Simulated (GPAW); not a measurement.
The system is MgS (Niningerite).

```
S Mg
1.0
     0.00000    2.60165    2.60165
     2.60165    0.00000    2.60165
     2.60165    2.60165    0.00000
S Mg
1 1
Direct
  0.50000 0.50000 0.50000
  0.00000 0.00000 0.00000
```

- Program: GPAW 26.7.0
- Task: relaxation of cell and atoms
- Functional: PBEsol
- Dispersion: D3
- Potentials or basis: PAW data sets generated in the run's folder for this functional
- Cutoff: 800 eV
- Basis: pw
- k mesh: 9 × 9 × 9
- Occupations: fermi-dirac, width 0.05 eV
- Spin: no spin polarisation

At the start: pressure -2.1 GPa; volume 17.61 Å³/atom.

Question: Where does the relaxation end?

Answer: Over 3 steps the energy falls by 3.0 meV/atom and the volume is 17.13 Å³/atom (-2.7 %); space group Fm-3m (No. 225, to 0.05 Å).

The path:
| step | energy change (eV) | largest force (eV/Å) | pressure (GPa) | volume (Å³) |
| --- | --- | --- | --- | --- |
| 1 | 0.0000 | 0.0000 | -2.11 | 35.22 |
| 2 | -0.0021 | 0.0000 | -1.74 | 35.04 |
| 3 | -0.0061 | 0.0000 | 0.05 | 34.27 |

Final structure:
```
CELL_PARAMETERS angstrom
0.00000 2.57802 2.57802
2.57802 0.00000 2.57802
2.57802 2.57802 0.00000
ATOMIC_POSITIONS crystal
S 0.50000 0.50000 0.50000
Mg 0.00000 0.00000 0.00000
```

Caveat: later steps reuse the first step's grids.
